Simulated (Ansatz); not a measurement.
# Bands, cutoff and cost in G0W0 for Ta2O5 (Pmmm), part 2 of 2

How do accuracy and time trade against each other in G0W0 on Ta2O5 (Pmmm)?

Ansatz 0.2.0; G0W0 on PBE, plane waves, PAW. Known limits of the many-body steps: not at the basis limit; no spin-orbit coupling; coarse k mesh.

So far. Step 2 (233 empty bands, screening to 110 eV): The gap on the mesh goes from 0.33 eV to 1.17 eV, a correction of +0.84 eV. Between the two edge states, bare exchange in place of the xc potential would open the gap by 10.37 eV, and correlation takes back 9.53 eV. Step 3 (529 empty bands, screening to 190 eV): Against the run with 6×6×4 mesh, 233 empty bands, screening to 110 eV, hard PAW files, the gap moves by +0.11 eV.

### 4. 897 empty bands, screening to 270 eV

Contents of input.yaml:

```yaml
crystal:
  lattice:
    - [3.677, 0.0, 0.0]
    - [0.0, 3.897, 0.0]
    - [0.0, 0.0, 6.217]
  atoms:
    - { symbol: Ta, position: [0.5, 0.0, 0.5] }
    - { symbol: Ta, position: [0.0, 0.0, 0.0] }
    - { symbol: O, position: [0.0, 0.0, 0.3220028454] }
    - { symbol: O, position: [0.0, 0.0, 0.6779971546] }
    - { symbol: O, position: [0.5, 0.5, 0.5] }
    - { symbol: O, position: [0.5, 0.0, 0.0] }
    - { symbol: O, position: [0.0, 0.5, 0.0] }
kpoints:
  mp_grid: { grid: [6, 6, 4] }
hamiltonian:
  xc: pbe
  pseudopotentials: { kind: paw, source: ansatz }
scf:
  occupations: { method: fixed }
gw:
  n_empty_bands: 897
  ecut_chi: 270.0
  qp_bands: [v2, c2]
  qp_kpoints: band_edges
  screening: { model: contour_deformation }
```

Command:

```sh
> ansatz run input.yaml --threads 4 --pin off --max-ram 138240MiB --backend cuda --events-out ev --progress --plain --runs-dir out --devices 1 --max-vram 26GiB
```

Numbers of over 12 decimals in the logs are rounded to 6 here.

Output:

```text
GPUs: using 1 of 1 available (devices: 1).
[...]
GPU FFT provider: cuFFT
GPU libraries: cuBLAS 13.8.2, cuFFT 12.4.0, cuSOLVER 12.3.4
Crystal: 7 atoms, lattice volume = 89.085 Å³
Basis set: ecut = 930 eV, 5767 PW (Γ)
Bands: 51, of which v1, the nominal top of the filled ones, is band 42 counted from 1 (41 counted from 0)
Symmetry: 8 space group operations
[...]
k-points: 48 of 144
[...]
3    44     12.5867   -14.5151    -4.8798   -19.7698  0.7495    12.9670    12.9616  root
[...]
47    41      9.9533   -26.0527     4.4341   -20.9340  0.7006     9.2548     9.2686  root
    47    42     10.8536   -26.5140     4.5163   -21.2548  0.7063    10.0892    10.1106  root
    47    43     11.8645   -12.7723    -5.9386   -19.0780  0.7266    12.2379    12.2315  root
    47    44     14.1464   -15.9265    -5.3425   -21.7964  0.7464    14.6777    14.6739  root
[key lines of the parts left out:]
SCF converged after 12 iterations
Free energy (F): -36405.457127 eV
Fermi energy:    10.853563 eV
```

Wall time 10 min (1 × NVIDIA H100 80GB HBM3 (shared by 3 runs) with 4 threads of AMD EPYC 7R13 (Zen 3), shared host); peak memory 13 GiB; 21 min of CPU time.

Numbers from this step:

- bands summed: 939
- RPA ε∞ on this mesh (eigenvalues): 5.470, 6.566, 8.061
- plane waves in the screening matrix: 879
- G0W0 gap on the mesh: 1.357 eV
- k of the valence top: -0.5, -0.5, -0.5
- k of the conduction bottom: -0.5, 0, 0
- starting gap on the mesh: 0.3279 eV
- least direct G0W0 gap on the computed points: 1.558 eV

Against the run with 6×6×4 mesh, 529 empty bands, screening to 190 eV, hard PAW files, the gap moves by +0.08 eV.

### 5. Changing the k mesh: 8×8×4 mesh, 233 empty bands, screening to 110 eV, hard PAW files

A second mesh at equal bands and cutoff isolates the sampling error. Bands and cutoff differ from the step before, so it is read against an earlier run that matches them.

Edit input.yaml of step 4 so:

```diff
@@ -14,3 +14,3 @@
 kpoints:
-  mp_grid: { grid: [6, 6, 4] }
+  mp_grid: { grid: [8, 8, 4] }
 hamiltonian:
@@ -21,4 +21,4 @@
 gw:
-  n_empty_bands: 897
-  ecut_chi: 270.0
+  n_empty_bands: 233
+  ecut_chi: 110.0
   qp_bands: [v2, c2]
```

Output:

```text
GPUs: using 1 of 1 available (devices: 1).
[...]
GPU FFT provider: cuFFT
GPU libraries: cuBLAS 13.8.2, cuFFT 12.4.0, cuSOLVER 12.3.4
Crystal: 7 atoms, lattice volume = 89.085 Å³
Basis set: ecut = 930 eV, 5767 PW (Γ)
Bands: 51, of which v1, the nominal top of the filled ones, is band 42 counted from 1 (41 counted from 0)
Symmetry: 8 space group operations
[...]
k-points: 75 of 256
[...]
3    44     12.2622   -14.2249    -4.5380   -19.4294  0.7609    12.9377    12.9287  root
[...]
74    41      9.9525   -26.0510     4.8653   -20.9343  0.7095     9.6990     9.7011  root
    74    42     10.8524   -26.5122     4.9650   -21.2551  0.7147    10.5573    10.5604  root
    74    43     11.8655   -12.7752    -5.6693   -19.0776  0.7310    12.5112    12.4987  root
    74    44     14.1475   -15.9327    -4.9761   -21.7962  0.7531    15.0536    15.0350  root
[key lines of the parts left out:]
SCF converged after 12 iterations
Free energy (F): -36405.458925 eV
Fermi energy:    10.852425 eV
```

The job ended after 4.2 min (1 × NVIDIA H100 80GB HBM3 (shared by 3 runs) with 4 threads; peak memory 4.1 GiB).

Numbers from this step:

* bands summed: 275
* RPA ε∞ on this mesh (eigenvalues): 5.511, 6.615, 7.817
* plane waves in the screening matrix: 231
* G0W0 gap on the mesh: 1.169 eV
* k of the valence top: -0.5, -0.5, -0.5
* k of the conduction bottom: -0.5, 0, 0
* starting gap on the mesh: 0.3300 eV
* least direct G0W0 gap on the computed points: 1.351 eV

Against the run with 6×6×4 mesh, 233 empty bands, screening to 110 eV, hard PAW files, the gap moves by +0.001 eV.

### 6. Convergence and cost

Times are wall times on 1 × NVIDIA H100 80GB HBM3 (shared by 3 runs) with 4 threads of AMD EPYC 7R13 (Zen 3), shared host, good to a factor of about two.

| mesh | files | frequency | bands summed | cutoff (eV) | start (eV) | G0W0 (eV) | time | host memory (GiB) |
| --- | --- | --- | --- | --- | --- | --- | --- | --- |
| 6×6×4 | hard PAW | contour deformation | 275 | 110 | 0.328 | 1.169 | 87 s | 3.0 |
| 6×6×4 | hard PAW | contour deformation | 571 | 190 | 0.328 | 1.279 | 4.6 min | 6.5 |
| 6×6×4 | hard PAW | contour deformation | 939 | 270 | 0.328 | 1.357 | 10 min | 13 |
| 8×8×4 | hard PAW | contour deformation | 275 | 110 | 0.330 | 1.169 | 4.2 min | 4.1 |

The parts of the quasiparticle energy at the two band edges (eV; QP = start + Σx + Σc − Vxc):

| run | edge | start | Σx | Σc | Vxc | Z | QP |
| --- | --- | --- | --- | --- | --- | --- | --- |
| 275 bands | valence top | 10.85 | -26.51 | 4.97 | -21.25 | 0.71 | 10.56 |
| 275 bands | conduction bottom | 11.18 | -12.94 | -4.57 | -18.06 | 0.77 | 11.73 |
| 571 bands | valence top | 10.85 | -26.51 | 4.68 | -21.25 | 0.71 | 10.28 |
| 571 bands | conduction bottom | 11.18 | -12.94 | -4.74 | -18.06 | 0.76 | 11.56 |
| 939 bands | valence top | 10.85 | -26.51 | 4.52 | -21.25 | 0.71 | 10.11 |
| 939 bands | conduction bottom | 11.18 | -12.94 | -4.83 | -18.06 | 0.76 | 11.47 |

### 7. Summary of results

```
275 bands, 110 eV                   : 1.169 eV
571 bands, 190 eV                   : 1.279 eV
939 bands, 270 eV                   : 1.357 eV
estimated limit in bands and cutoff : 1.48 eV
mesh and start                      : 6×6×4, PBE
```

A line in one over the bands through the two highest rungs gives 1.48 eV, +0.12 eV from the top rung; the pair below gives 1.38 eV, so the estimate is still climbing. The rungs stand 0.31 eV (275 bands), 0.20 eV (571 bands) and 0.12 eV (939 bands) from it. From 275 to 939 bands the gap moves by +0.19 eV while the time grows 7.2-fold. Σc changes by −0.45 eV at the valence top and −0.26 eV at the conduction bottom, so the levels themselves move more than the gap between them. On the 8×8×4 mesh in place of 6×6×4 the gap differs by +0.001 eV, of which +0.002 eV is already in the start. Gaps are over the mesh's points; an edge off the mesh would be missed. The 6×6×4 mesh is coarse for this cell (its supercell is 22 Å along the shortest edge). The RPA ε∞ on it, from the PBE start, is 5.47, 6.57 and 8.06; such meshes misread the long-range screening, most where the gap is narrow. The many-body steps are scalar-relativistic: spin-orbit coupling is not in them.

[Paths, hosts, dates, memory and timing lines, banners, echoed tables and standing remarks are left out of the program output.]

[Logs are printed without paths, hosts, clocks, repeated set-up lines and the standing remarks that a program may print on its own settings, such as how far it seeks lower states.]

[Runs of the session that timed out or met a known fault of the program may be left out.]

[Cells called generated may have been cut or substituted from an entry of the Crystallography Open Database or the Materials Project.]

[Hosts, paths, dates, database ids (printed as entryN), source tags and the programs' standing remarks are cut or masked in the printed files.]
